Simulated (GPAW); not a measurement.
# FeO (Wuestite) (Fm-3m) in GPAW: further runs, part 3 of 3

GPAW 26.7.0. Earlier steps stand in the parts before.

## 5. Hybrid scf, SCAN0, collinear spin, ferromagnetic start

run.py

```python
import numpy as np
import spglib
from ase import Atoms
from ase.dft.bandgap import bandgap
from ase.io import read, write
from gpaw import GPAW, PW
from gpaw.xc import parametrizedxc

class ScaledMGGA(parametrizedxc.ParametrizedKernel):
    """Weighted sum of Libxc meta-GGA parts, named like '0.75_MGGA_X_..+1.0_MGGA_C_..'."""
    def __init__(self, name):
        super().__init__(name)
        self.type = 'MGGA'

    def calculate(self, e_g, n_sg, dedn_sg, sigma_xg, dedsigma_xg, tau_sg, dedtau_sg):
        e_g[:] = dedsigma_xg[:] = dedtau_sg[:] = 0.0
        for kernel, c in zip(self.kernels, self.coefs):
            e, v, s, t = [np.zeros_like(x) for x in [e_g, dedn_sg, dedsigma_xg, dedtau_sg]]
            kernel.calculate(e, n_sg, v, sigma_xg, s, tau_sg, t)
            e_g += c * e
            dedn_sg += c * v
            dedsigma_xg += c * s
            dedtau_sg += c * t

parametrizedxc.ParametrizedKernel = ScaledMGGA

atoms = read('FeO.cif')
cell, positions, numbers = spglib.find_primitive(
    (atoms.cell[:], atoms.get_scaled_positions(), atoms.numbers), symprec=1e-4)
atoms = Atoms(numbers, cell=cell, scaled_positions=positions, pbc=True)
atoms.set_initial_magnetic_moments([4.0, 0.0])

calc = GPAW(mode=PW(300),
            xc={'name': '0.750_MGGA_X_SCAN+1.0_MGGA_C_SCAN', 'fraction': 0.25, 'omega': 0.0, 'backend': 'pw'},
            kpts={'size': (3, 3, 3), 'gamma': True},
            occupations={'name': 'fermi-dirac', 'width': 0.05},
            nbands=17,
            convergence={'density': 0.0001},
            maxiter=40,
            txt='gpaw.txt')
atoms.calc = calc
energy = atoms.get_potential_energy()
calc.write('gs.gpw')
write('result.traj', atoms)
print(f'Energy: {energy:.6f} eV')
print('Moments:', calc.get_magnetic_moments().round(3))
print('Fermi level:', round(calc.get_fermi_level(), 4), 'eV')
print(f'Gap: {bandgap(calc)[0]:.4f} eV, direct: {bandgap(calc, direct=True)[0]:.4f} eV')
```

FeO.cif

```cif
data_FeO
_cell_length_a 4.31080000
_cell_length_b 4.31080000
_cell_length_c 4.31080000
_cell_angle_alpha 90.00000000
_cell_angle_beta 90.00000000
_cell_angle_gamma 90.00000000
_space_group_name_H-M_alt 'Fm-3m'
_space_group_name_Hall '-F 4 2 3'
_space_group_IT_number 225
loop_
_space_group_symop_operation_xyz
'x,y,z'
'-x,-y,-z'
'-y,x,z'
'y,-x,-z'
'-x,-y,z'
'x,y,-z'
'y,-x,z'
'-y,x,-z'
'x,-y,-z'
'-x,y,z'
'-y,-x,-z'
'y,x,z'
'-x,y,-z'
'x,-y,z'
'y,x,-z'
'-y,-x,z'
'z,x,y'
'-z,-x,-y'
'z,-y,x'
'-z,y,-x'
'z,-x,-y'
'-z,x,y'
'z,y,-x'
'-z,-y,x'
'-z,x,-y'
'z,-x,y'
'-z,-y,-x'
'z,y,x'
'-z,-x,y'
'z,x,-y'
'-z,y,x'
'z,-y,-x'
'y,z,x'
'-y,-z,-x'
'x,z,-y'
'-x,-z,y'
'-y,z,-x'
'y,-z,x'
'-x,z,y'
'x,-z,-y'
'-y,-z,x'
'y,z,-x'
'-x,-z,-y'
'x,z,y'
'y,-z,-x'
'-y,z,x'
'x,-z,y'
'-x,z,-y'
'x,y+1/2,z+1/2'
'-x,-y+1/2,-z+1/2'
'-y,x+1/2,z+1/2'
'y,-x+1/2,-z+1/2'
[... 63 lines left out ...]
'-z+1/2,y,-x+1/2'
'z+1/2,-x,-y+1/2'
'-z+1/2,x,y+1/2'
'z+1/2,y,-x+1/2'
'-z+1/2,-y,x+1/2'
'-z+1/2,x,-y+1/2'
'z+1/2,-x,y+1/2'
'-z+1/2,-y,-x+1/2'
'z+1/2,y,x+1/2'
'-z+1/2,-x,y+1/2'
'z+1/2,x,-y+1/2'
'-z+1/2,y,x+1/2'
'z+1/2,-y,-x+1/2'
'y+1/2,z,x+1/2'
'-y+1/2,-z,-x+1/2'
'x+1/2,z,-y+1/2'
'-x+1/2,-z,y+1/2'
'-y+1/2,z,-x+1/2'
'y+1/2,-z,x+1/2'
'-x+1/2,z,y+1/2'
'x+1/2,-z,-y+1/2'
'-y+1/2,-z,x+1/2'
'y+1/2,z,-x+1/2'
'-x+1/2,-z,-y+1/2'
'x+1/2,z,y+1/2'
'y+1/2,-z,-x+1/2'
'-y+1/2,z,x+1/2'
'x+1/2,-z,y+1/2'
'-x+1/2,z,-y+1/2'
'x+1/2,y+1/2,z'
'-x+1/2,-y+1/2,-z'
'-y+1/2,x+1/2,z'
'y+1/2,-x+1/2,-z'
'-x+1/2,-y+1/2,z'
'x+1/2,y+1/2,-z'
'y+1/2,-x+1/2,z'
'-y+1/2,x+1/2,-z'
'x+1/2,-y+1/2,-z'
'-x+1/2,y+1/2,z'
'-y+1/2,-x+1/2,-z'
'y+1/2,x+1/2,z'
'-x+1/2,y+1/2,-z'
'x+1/2,-y+1/2,z'
'y+1/2,x+1/2,-z'
'-y+1/2,-x+1/2,z'
'z+1/2,x+1/2,y'
'-z+1/2,-x+1/2,-y'
'z+1/2,-y+1/2,x'
'-z+1/2,y+1/2,-x'
'z+1/2,-x+1/2,-y'
'-z+1/2,x+1/2,y'
'z+1/2,y+1/2,-x'
'-z+1/2,-y+1/2,x'
'-z+1/2,x+1/2,-y'
'z+1/2,-x+1/2,y'
'-z+1/2,-y+1/2,-x'
'z+1/2,y+1/2,x'
'-z+1/2,-x+1/2,y'
'z+1/2,x+1/2,-y'
'-z+1/2,y+1/2,x'
'z+1/2,-y+1/2,-x'
'y+1/2,z+1/2,x'
'-y+1/2,-z+1/2,-x'
'x+1/2,z+1/2,-y'
'-x+1/2,-z+1/2,y'
'-y+1/2,z+1/2,-x'
'y+1/2,-z+1/2,x'
'-x+1/2,z+1/2,y'
'x+1/2,-z+1/2,-y'
'-y+1/2,-z+1/2,x'
'y+1/2,z+1/2,-x'
'-x+1/2,-z+1/2,-y'
'x+1/2,z+1/2,y'
'y+1/2,-z+1/2,-x'
'-y+1/2,z+1/2,x'
'x+1/2,-z+1/2,y'
'-x+1/2,z+1/2,-y'
loop_
_atom_site_label
_atom_site_type_symbol
_atom_site_symmetry_multiplicity
_atom_site_Wyckoff_symbol
_atom_site_fract_x
_atom_site_fract_y
_atom_site_fract_z
_atom_site_occupancy
Fe1 Fe 4 a 0.0000000000 0.0000000000 0.0000000000 1
O1 O 4 b 0.5000000000 0.0000000000 0.0000000000 1
```

Potentials or basis: GPAW PAW data sets (gpaw-data 1.2.1), pw.

Launch:

```console
$ OMP_NUM_THREADS=1 python run.py
```

gpaw.txt:

```text
__  _  _
 | _ |_)|_||  |
 |__||  | ||/\| - 26.7.0

Input parameters:
  mode=PW(ecut=300.0),
  convergence={'density': 0.0001},
  kpts=MonkhorstPack(size=(3, 3, 3), gamma=True),
  maxiter=40,
  nbands=17,
  occupations=Occupations(name='fermi-dirac', width=0.05),
  xc=XC(name='0.750_MGGA_X_SCAN+1.0_MGGA_C_SCAN', fraction=0.25, omega=0.0, backend='pw')

Diagonalizing LCAO Hamiltonian
Converting LCAO to pw mode

              O

       Fe

Atoms  # Å, Bohr magnetons
|   | symbol |        x |        y |        z |    initial magnetic moments |
|---|--------|----------|----------|----------|-----------------------------|
| 0 |     Fe | 0.000000 | 0.000000 | 0.000000 | ( 0.0000,  0.0000,  4.0000) |
| 1 |      O | 2.155400 | 2.155400 | 2.155400 | ( 0.0000,  0.0000,  0.0000) |

Unit cell  # Å
| periodic |        x |        y |        z |  lengths |    angles |
|----------|----------|----------|----------|----------|-----------|
|      yes | 0.000000 | 2.155400 | 2.155400 | 3.048196 | 60.000000 |
|      yes | 2.155400 | 0.000000 | 2.155400 | 3.048196 | 60.000000 |
|      yes | 2.155400 | 2.155400 | 0.000000 | 3.048196 | 60.000000 |

Number of symmetries: 48
Symmetry operations  # r_c * U_cc + t_c -> r_c
|    | kind |            matrix            |
|----|------|------------------------------|
|  0 |  σ   |  1, 0, 0,  1, 0,-1,  1,-1, 0 |
|  1 |  C2  |  1, 0, 0,  1,-1, 0,  1, 0,-1 |
|  2 |  E   |  1, 0, 0,  0, 1, 0,  0, 0, 1 |
|  3 |  σ   |  1, 0, 0,  0, 0, 1,  0, 1, 0 |
|  4 |  C4  |  1, 0,-1,  1, 0, 0,  1,-1, 0 |
|  5 |  S6  |  1, 0,-1,  1,-1, 0,  1, 0, 0 |
|  6 |  σ   |  1, 0,-1,  0, 1,-1,  0, 0,-1 |
|  7 |  C3  |  1, 0,-1,  0, 0,-1,  0, 1,-1 |
|  8 |  S6  |  1,-1, 0,  1, 0, 0,  1, 0,-1 |
|  9 |  C4  |  1,-1, 0,  1, 0,-1,  1, 0, 0 |
| 10 |  C3  |  1,-1, 0,  0,-1, 1,  0,-1, 0 |
| 11 |  σ   |  1,-1, 0,  0,-1, 0,  0,-1, 1 |
| 12 |  σ   |  0, 1, 0,  1, 0, 0,  0, 0, 1 |
| 13 |  C4  |  0, 1, 0,  0, 1,-1, -1, 1, 0 |
| 14 |  C3  |  0, 1, 0,  0, 0, 1,  1, 0, 0 |
| 15 |  S6  |  0, 1, 0, -1, 1, 0,  0, 1,-1 |
| 16 |  C2  |  0, 1,-1,  1, 0,-1,  0, 0,-1 |
| 17 |  σ   |  0, 1,-1,  0, 1, 0, -1, 1, 0 |
| 18 |  S4  |  0, 1,-1,  0, 0,-1,  1, 0,-1 |
| 19 |  C4  |  0, 1,-1, -1, 1, 0,  0, 1, 0 |
| 20 |  C3  |  0, 0, 1,  1, 0, 0,  0, 1, 0 |
| 21 |  σ   |  0, 0, 1,  0, 1, 0,  1, 0, 0 |
| 22 |  S6  |  0, 0, 1,  0,-1, 1, -1, 0, 1 |
| 23 |  C4  |  0, 0, 1, -1, 0, 1,  0,-1, 1 |
| 24 |  S4  |  0, 0,-1,  1, 0,-1,  0, 1,-1 |
| 25 |  C3  |  0, 0,-1,  0, 1,-1,  1, 0,-1 |
| 26 |  C2  |  0, 0,-1,  0,-1, 0, -1, 0, 0 |
[... 125 lines left out ...]
  Backstep threshold: 4.0
  History deletion threshold: 6.0
  Fourier metric: weight=20.0, sigma=0.015

occupation numbers:
  Fermi-Dirac:
    width: 0.0500  # eV

poisson solver:
  ecut: 2400.0  # eV

xc functional:
  name: 0.750_MGGA_X_SCAN+1.0_MGGA_C_SCAN with 2 nearest neighbor stencil

convergence criteria:
- Maximum integral of absolute [dens]ity change: 0.0001 electrons / valence electron
- Maximum [total energy] change in last 3 cyles: 0.0005 eV / valence electron
- Maximum integral of absolute [eigenst]ate change: 4e-08 eV^2 / valence electron
maximum number of iterations: 40

IBZ(<points: 4, symmetries: 48>)
Occupied bands: 10
SCF iterations
|iter     | |      energy | eigst |  dens |  magmom |
|---------|-|-------------|-------|-------|---------|
|iter:   1| | -439.164055 | -0.28 |       |  +4.0032|
|iter:   2| |  -15.889173 | -1.04 | -0.60 |  +4.0031|
|iter:   3| |  -16.220775 | -2.05 | -0.82 |  +4.0128|
|iter:   4| |  -16.071168 | -2.38 | -0.90 |  +4.0333|
|iter:   5| |  -16.231571 | -2.34 | -1.03 |  +4.0608|
|iter:   6| |  -16.229407 | -2.83 | -1.32 |  +4.0828|
|iter:   7| |  -16.232620c| -3.96 | -1.83 |  +4.0799|
|iter:   8| |  -16.233738c| -3.04 | -1.86 |  +4.0772|
|iter:   9| |  -16.231103c| -4.27 | -2.18 |  +4.0777|
|iter:  10| |  -16.230167c| -4.47 | -2.27 |  +4.0759|
|iter:  11| |  -16.230169c| -5.46 | -2.47 |  +4.0758|
|iter:  12| |  -16.229735c| -4.88 | -2.55 |  +4.0740|
|iter:  13| |  -16.229636c| -5.38 | -2.89 |  +4.0739|
|iter:  14| |  -16.229637c| -6.07 | -3.52 |  +4.0741|
|iter:  15| |  -16.229639c| -7.39 | -3.82 |  +4.0741|
|iter:  16| |  -16.229641c| -7.21 | -4.07c|  +4.0741|
|iter:  17| |  -16.229643c| -8.52c| -4.28c|  +4.0741|

Converged in 17 steps
Energy contributions relative to reference atoms: (reference = -36660.306901)

Energy contributions:
  Kinetic:          -1.481615
  Coulomb:          10.521065
  Zero:              0.441979
  External:          0.000000
  Xc:              402.301069
  Entropy:          -0.009888
  Spinorbit:         0.000000
  Hybrid_Xc_Cc:      -360.816734
  Hybrid_Xc_Vc:       -22.800573
  Hybrid_Xc_Vv:       -44.389890
  ----------------------------
  Free energy:     -16.234587
  Extrapolated:    -16.229643

dipole moment: (-10.371835, -10.371835, -10.371835)  # |e|*Ang

Total magnetic moment: (0.000000, 0.000000, 4.074075)

Local magnetic moments
|        x |        y |        z |
|----------|----------|----------|
| 0.000000 | 0.000000 | 3.769043 |  # Fe   0
| 0.000000 | 0.000000 | 0.196364 |  # O    1

Fermi level: 10.347
Eigenvalues  # (at kpt = [0.000, 0.000, 0.000])
| band index |      eig [eV] | occ [0-1] |      eig [eV] | occ [0-1] |
|------------|---------------|-----------|---------------|-----------|
|          0 |       -16.642 |     1.000 |       -15.986 |     1.000 |
|          1 |         1.812 |     1.000 |         4.479 |     1.000 |
|          2 |         1.812 |     1.000 |         4.488 |     1.000 |
|          3 |         1.874 |     1.000 |         4.488 |     1.000 |
|          4 |         1.874 |     1.000 |         9.138 |     1.000 |
|          5 |         1.874 |     1.000 |         9.139 |     1.000 |
[... 9 lines left out ...]
|         15 |        31.334 |     0.000 |        33.260 |     0.000 |
|         16 |        31.342 |     0.000 |        33.260 |     0.000 |

No gap
No difference between direct/indirect transitions
# Writing to gs.gpw (mode='')
```

It took 4.5 min on 1 thread of Arm Neoverse V2, shared host; peak memory 0.26 GiB.

The run converged, but some of its settings lie outside the range that counts as converged, so its numbers aren't taken as properties of the crystal.

What came out:

| Property | Result |
| --- | --- |
| Free energy | -16.2346 eV |
| Band gap on the k mesh | none (metal or under the smearing width) |
| Net moment | 4.07 μB per cell |
| Site moments | Fe +3.77; O +0.20 μB |

Caveat: the k mesh is coarse (spacing up to 0.84 Å⁻¹), so the values aren't converged, least of all with exact exchange; exact exchange converges slowly with the k mesh, and this mesh is small; the scaled meta-GGA exchange is a class typed in the script; the PAW data sets were made with another functional, which shifts forces and pressure a little; a cell with one magnetic atom can't hold antiferromagnetic order, which such compounds often take.

## 6. Summary

| task | level | potentials or basis | U | band path | band points | pressure (GPa) | moment (μB) |
| --- | --- | --- | --- | --- | --- | --- | --- |
| band structure | SOGGA | PAW data sets generated in the run's folder for this functional, pw | - | GXWKGLUWLK,UX | 60 | -7.4 | 4.00 |
| equation of state | r2SCAN | GPAW PAW data sets (gpaw-data 1.2.1), pw | - | - | - | - | - |
| band structure | PBE+U | GPAW PAW data sets (gpaw-data 1.2.1), pw | Fe d U = 4 eV | GXWKGLUWLK,UX | 80 | 2.2 | 4.00 |

Alike in all rows: spin collinear, ferromagnetic start; cell as given; k mesh 9 × 9 × 9; cutoff (eV) 800; smearing fermi-dirac 0.05 eV.

Caveats: a cell with one magnetic atom can't hold antiferromagnetic order, which such compounds often take (some runs); semilocal functionals often make such compounds metallic where correlation or magnetic order opens a gap, which also shifts bond lengths (some runs); the points scatter about the fit (some runs); the PAW data sets were made with another functional, which shifts forces and pressure a little (some runs).

Absolute energies hang on the potentials; compare differences alone.

## 7. How close it comes

Step 2. A measured gap of FeO is 2.4 eV (optical; quoted in “W\"ustite: Electric, thermodynamic and optical properties of FeO”, 2012, arxiv:1203.1201); the calculated 0.00 eV misses it by -2.40 eV. So large a miss can be the level of theory's own, or it may mean another phase, state or a wrong row. The value is that of SOGGA, without temperature or zero-point motion. The run's magnetic order (collinear spin, ferromagnetic start) needn't be the measured crystal's.

Step 4. A measured gap of FeO is 2.4 eV (optical; quoted in “W\"ustite: Electric, thermodynamic and optical properties of FeO”, 2012, arxiv:1203.1201); the calculated 0.00 eV misses it by -2.40 eV. So large a miss can be the level of theory's own, or it may mean another phase, state or a wrong row. The value is that of PBE+U, without temperature or zero-point motion. The run's magnetic order (collinear spin, ferromagnetic start) needn't be the measured crystal's.
